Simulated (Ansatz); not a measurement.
# GaN (P6_3mc) in Ansatz: settings compared, part 2 of 2

Ansatz 0.2.0.

### Step 3. Single point, revPBE+D4, 10.63 Å³/atom (volume scaled by 0.94)

The input, input.yaml:

```yaml
crystal:
  lattice:
    - [3.1150838257, 0.0, 0.0]
    - [-1.5575419129, 2.697741728, 0.0]
    - [0.0, 0.0, 5.0605418376]
  atoms:
    - { symbol: Ga, position: [0.6666666667, 0.3333333333, 0.5] }
    - { symbol: Ga, position: [0.3333333333, 0.6666666667, 0.0] }
    - { symbol: "N", position: [0.6666666667, 0.3333333333, 0.875] }
    - { symbol: "N", position: [0.3333333333, 0.6666666667, 0.375] }
hamiltonian:
  xc: revpbe
  pseudopotentials: { kind: paw }
  dispersion: d4
kpoints:
  mp_grid: { grid: [10, 10, 5] }
scf:
  occupations: { method: fermi_dirac, width: 0.05 }
output:
  forces: true
  stress: true
  eigenvalues: true
  write_density: true
  write_potential: true
  elf: true
  volumetric_format: npy
```

Potentials or basis: Ansatz PAW.

Run with:

```sh
$ ansatz run input.yaml --threads 2 --pin off --max-ram 5120MiB --backend cpu --events-out ev --progress --plain --runs-dir out
```

Run time: 2.3 s. Hardware: 2 threads of Intel Xeon Platinum 8488C (Sapphire Rapids), shared host; peak memory 0.41 GiB.

Results (log left out):

```yaml
Free_energy: -8348.6602 eV
Pressure: 11.6 GPa
Largest_force: 0.149 eV/Å
Band_gap_on_the_k_mesh: 2.40 eV, direct
```

Caveat: odd divisions of the mesh miss points on the zone boundary, where band edges often lie, so the gap on the mesh can be too wide; the pressure holds a Pulay correction of +0.5 GPa for the finite cutoff; the PAW data sets come from PBE, with cores solved anew for the run's functional, which leaves a small shift of forces and pressure.

### Step 4. Single point, revPBE+D4, 10.86 Å³/atom (volume scaled by 0.96)

input.yaml: that of step 3 with these lines changed.

```diff
@@ -2,5 +2,5 @@
   lattice:
-    - [3.1150838257, 0.0, 0.0]
-    - [-1.5575419129, 2.697741728, 0.0]
-    - [0.0, 0.0, 5.0605418376]
+    - [3.1370217585, 0.0, 0.0]
+    - [-1.5685108793, 2.7167405351, 0.0]
+    - [0.0, 0.0, 5.0961806304]
   atoms:
@@ -22,5 +22 @@
   eigenvalues: true
-  write_density: true
-  write_potential: true
-  elf: true
-  volumetric_format: npy
```

Run with:

```sh
$ ansatz run input.yaml --threads 2 --pin off --max-ram 5120MiB --backend cpu --events-out ev --progress --plain --runs-dir out
```

Wall time 1.8 s (2 threads of Intel Xeon Platinum 8488C (Sapphire Rapids), shared host); peak memory 0.41 GiB.

The run converged. Its results:

| Quantity | Value |
| --- | --- |
| Free energy | -8348.7119 eV |
| Pressure | 6.8 GPa |
| Largest force | 0.142 eV/Å |
| Band gap on the k mesh | 2.26 eV, direct |

Caveat: odd divisions of the mesh miss points on the zone boundary, where band edges often lie, so the gap on the mesh can be too wide; the pressure holds a Pulay correction of +0.5 GPa for the finite cutoff; the PAW data sets come from PBE, with cores solved anew for the run's functional, which leaves a small shift of forces and pressure.

### Step 5. Single point, revPBE+D4, 11.08 Å³/atom (volume scaled by 0.98)

input.yaml: that of step 4 with these lines changed.

```diff
@@ -2,5 +2,5 @@
   lattice:
-    - [3.1370217585, 0.0, 0.0]
-    - [-1.5685108793, 2.7167405351, 0.0]
-    - [0.0, 0.0, 5.0961806304]
+    - [3.158657075, 0.0, 0.0]
+    - [-1.5793285375, 2.7354772688, 0.0]
+    - [0.0, 0.0, 5.1313278144]
   atoms:
```

Run with:

```sh
$ ansatz run input.yaml --threads 2 --pin off --max-ram 5120MiB --backend cpu --events-out ev --progress --plain --runs-dir out
```

It took 1.8 s on 2 threads of Intel Xeon Platinum 8488C (Sapphire Rapids), shared host; peak memory 0.41 GiB.

Results (log left out):

- Free energy: -8348.7380 eV
- Pressure: 2.5 GPa
- Largest force: 0.136 eV/Å
- Band gap on the k mesh: 2.13 eV, direct

Caveat: odd divisions of the mesh miss points on the zone boundary, where band edges often lie, so the gap on the mesh can be too wide; the pressure holds a Pulay correction of +0.5 GPa for the finite cutoff; the PAW data sets come from PBE, with cores solved anew for the run's functional, which leaves a small shift of forces and pressure.

### Step 6. Single point, revPBE+D4, 11.31 Å³/atom

input.yaml: that of step 5 with these lines changed.

```diff
@@ -2,5 +2,5 @@
   lattice:
-    - [3.158657075, 0.0, 0.0]
-    - [-1.5793285375, 2.7354772688, 0.0]
-    - [0.0, 0.0, 5.1313278144]
+    - [3.18, 0.0, 0.0]
+    - [-1.59, 2.753960784, 0.0]
+    - [0.0, 0.0, 5.166]
   atoms:
```

Potentials or basis: Ansatz PAW.

Run with:

```sh
$ ansatz run input.yaml --threads 2 --pin off --max-ram 5120MiB --backend cpu --events-out ev --progress --plain --runs-dir out
```

Run time: 1.8 s. Hardware: 2 threads of Intel Xeon Platinum 8488C (Sapphire Rapids), shared host; peak memory 0.4 GiB.

The run converged. Its results:

```
Free energy            : -8348.7413 eV
Pressure               : -1.3 GPa
Largest force          : 0.130 eV/Å
Band gap on the k mesh : 1.99 eV, direct
```

Caveat: odd divisions of the mesh miss points on the zone boundary, where band edges often lie, so the gap on the mesh can be too wide; the pressure holds a Pulay correction of +0.5 GPa for the finite cutoff; the PAW data sets come from PBE, with cores solved anew for the run's functional, which leaves a small shift of forces and pressure.

### Step 7. Single point, revPBE+D4, 11.54 Å³/atom (volume scaled by 1.02)

input.yaml: that of step 6 with these lines changed.

```diff
@@ -2,5 +2,5 @@
   lattice:
-    - [3.18, 0.0, 0.0]
-    - [-1.59, 2.753960784, 0.0]
-    - [0.0, 0.0, 5.166]
+    - [3.2010602164, 0.0, 0.0]
+    - [-1.6005301082, 2.7721994664, 0.0]
+    - [0.0, 0.0, 5.2002129176]
   atoms:
```

Run with:

```sh
$ ansatz run input.yaml --threads 2 --pin off --max-ram 5120MiB --backend cpu --events-out ev --progress --plain --runs-dir out
```

Run time: 2 s. Hardware: 2 threads of Intel Xeon Platinum 8488C (Sapphire Rapids), shared host; peak memory 0.41 GiB.

It converged, with:

* Free energy: -8348.7238 eV
* Pressure: -4.8 GPa
* Largest force: 0.124 eV/Å
* Band gap on the k mesh: 1.86 eV, direct

Caveat: odd divisions of the mesh miss points on the zone boundary, where band edges often lie, so the gap on the mesh can be too wide; the pressure holds a Pulay correction of +0.5 GPa for the finite cutoff; the PAW data sets come from PBE, with cores solved anew for the run's functional, which leaves a small shift of forces and pressure.

### Step 8. Single point, revPBE+D4, 11.76 Å³/atom (volume scaled by 1.04)

input.yaml: that of step 7 with these lines changed.

```diff
@@ -2,5 +2,5 @@
   lattice:
-    - [3.2010602164, 0.0, 0.0]
-    - [-1.6005301082, 2.7721994664, 0.0]
-    - [0.0, 0.0, 5.2002129176]
+    - [3.2218469041, 0.0, 0.0]
+    - [-1.6109234521, 2.7902012661, 0.0]
+    - [0.0, 0.0, 5.2339814801]
   atoms:
@@ -22 +22,5 @@
   eigenvalues: true
+  write_density: true
+  write_potential: true
+  elf: true
+  volumetric_format: npy
```

Run with:

```sh
$ ansatz run input.yaml --threads 2 --pin off --max-ram 5120MiB --backend cpu --events-out ev --progress --plain --runs-dir out
```

It took 2.5 s on 2 threads of Intel Xeon Platinum 8488C (Sapphire Rapids), shared host; peak memory 0.42 GiB.

It converged, with:

```
Free energy            : -8348.6879 eV
Pressure               : -7.9 GPa
Largest force          : 0.118 eV/Å
Band gap on the k mesh : 1.73 eV, direct
```

Caveat: odd divisions of the mesh miss points on the zone boundary, where band edges often lie, so the gap on the mesh can be too wide; the pressure holds a Pulay correction of +0.5 GPa for the finite cutoff; the PAW data sets come from PBE, with cores solved anew for the run's functional, which leaves a small shift of forces and pressure.

### Step 9. Single point, revPBE+D4, 11.99 Å³/atom (volume scaled by 1.06)

input.yaml: that of step 8 with these lines changed.

```diff
@@ -2,5 +2,5 @@
   lattice:
-    - [3.2218469041, 0.0, 0.0]
-    - [-1.6109234521, 2.7902012661, 0.0]
-    - [0.0, 0.0, 5.2339814801]
+    - [3.2423687753, 0.0, 0.0]
+    - [-1.6211843877, 2.8079737278, 0.0]
+    - [0.0, 0.0, 5.2673198406]
   atoms:
@@ -22,5 +22 @@
   eigenvalues: true
-  write_density: true
-  write_potential: true
-  elf: true
-  volumetric_format: npy
```

Potentials or basis: Ansatz PAW.

Run with:

```sh
$ ansatz run input.yaml --threads 2 --pin off --max-ram 5120MiB --backend cpu --events-out ev --progress --plain --runs-dir out
```

It took 1.9 s on 2 threads of Intel Xeon Platinum 8488C (Sapphire Rapids), shared host; peak memory 0.41 GiB.

Results (log left out):

```
Free energy            : -8348.6356 eV
Pressure               : -10.6 GPa
Largest force          : 0.113 eV/Å
Band gap on the k mesh : 1.61 eV, direct
```

Caveat: odd divisions of the mesh miss points on the zone boundary, where band edges often lie, so the gap on the mesh can be too wide; the pressure holds a Pulay correction of +0.4 GPa for the finite cutoff; the PAW data sets come from PBE, with cores solved anew for the run's functional, which leaves a small shift of forces and pressure.

### Step 10. Equation of state, revPBE+D4

This step only gathers the single runs of the series.

What came out:

```
Equilibrium volume                        : 11.23 Å³/atom
Bulk modulus at fixed shape and positions : 188 GPa
Pressure derivative of the bulk modulus   : 4.4
```

Energy against volume, from the lowest point:
| volume (Å³/atom) | energy (meV/atom) |
| --- | --- |
| 10.632 | 20.28 |
| 10.858 | 7.35 |
| 11.084 | 0.82 |
| 11.310 | 0.00 |
| 11.537 | 4.36 |
| 11.763 | 13.33 |
| 11.989 | 26.43 |

Caveat: the potentials were made for another functional, which shifts forces and pressure; the cell was scaled at fixed shape and fractional positions, which overstates the stiffness of a crystal with free parameters, most of all of layers and chains.

### Step 11. Against experiment

Step 2. A measured gap of GaN is 3.503 eV (direct; quoted in “Studying electronic properties in GaN without electrical contacts using γ-γ vs e−-γ Perturbed Angular Correlations”, 2019, pmc:6823545); the calculated 1.91 eV misses it by -1.60 eV. Spin-orbit coupling on Ga is left out. The value is that of PBEsol, without temperature or zero-point motion. Semilocal functionals fall short of measured gaps as a rule.
